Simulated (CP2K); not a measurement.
AlNi3, 4 atoms in the cell. The structure is cubic, space group Fm-3m (No. 225). Conventional cell: a = 5.604 Å, b = 5.604 Å, c = 5.604 Å, α = 90.00°, β = 90.00°, γ = 90.00°. Ni (site symmetry -43m) has 4 Ni at 2.43 Å and 4 Al at 2.43 Å as nearest neighbours. Ni (site symmetry m-3m) is surrounded by 8 Ni at 2.43 Å. Al (site symmetry m-3m) has 8 Ni at 2.43 Å as nearest neighbours. The cell comes from a database or a generator and needn't be the stable form of this composition.

| Item | Value |
| --- | --- |
| Program | CP2K 2026.2 |
| Task | single point |
| Functional | PBEsol |
| Potentials or basis | GTH_POTENTIALS Ni GTH-PBE-q18; POTENTIAL_UZH Al GTH-PBE-q3; TZVP-MOLOPT-SR-GTH, TZVP-MOLOPT-PBE-GTH basis |
| Density cutoff | 8163 eV |
| k mesh | 8 × 8 × 8 |
| Occupations | fermi-dirac, width 0.05 eV |
| Spin | collinear spin, ferromagnetic start |
| Starting moments | [1.0, 1.0, 1.0, 0.0] μB |
| SCF solver | diagonalisation with k points |
| Quickstep method | GPW |
| EPS_DEFAULT | 1.0E-10 |
| EPS_SCF | 1.0E-6 |
| MAX_SCF | 150 |
| SCF_GUESS | ATOMIC |
| k points reduced by the point group | yes |
| Mesh centred on Gamma | yes |
| CHOLESKY | OFF |
| EPS_EIGVAL | 1.0E-7 |
| MIXING METHOD | PULAY_MIXING |
| MIXING ALPHA | 0.4 |
| NBUFFER | 6 |
| NGRIDS | 5 |
| Basis sets | Ni TZVP-MOLOPT-SR-GTH-q18, Al TZVP-MOLOPT-PBE-GTH-q3 |
| Potentials | Ni GTH-PBE-q18 of GTH_POTENTIALS, Al GTH-PBE-q3 of POTENTIAL_UZH |
| MULTIPLICITY of the start | 4 |
| ADDED_MOS | [23, 26] |
| MPI ranks | 3 |
| REL_CUTOFF (Ry) | 60 Ry |
| MIXING BETA (1/bohr) | 1.5 1/bohr |
| CUTOFF of the grids | 600 Ry |

Potentials or basis: GTH_POTENTIALS Ni GTH-PBE-q18; POTENTIAL_UZH Al GTH-PBE-q3; TZVP-MOLOPT-SR-GTH, TZVP-MOLOPT-PBE-GTH basis.

Launch:

```bash
$ OMP_NUM_THREADS=1 mpirun -n 3 cp2k.psmp -i alni3_scf.inp -o alni3_scf.out
```

Hardware: 3 MPI ranks on Arm Neoverse V1, on a shared host.

Question: Estimate the wall time of this run.

Answer: Wall time 2.7 min on 3 MPI ranks on Arm Neoverse V1, with other jobs on the host. Counts: scf iterations 18, k points 29, basis 122, bands 53, force evaluations 1.
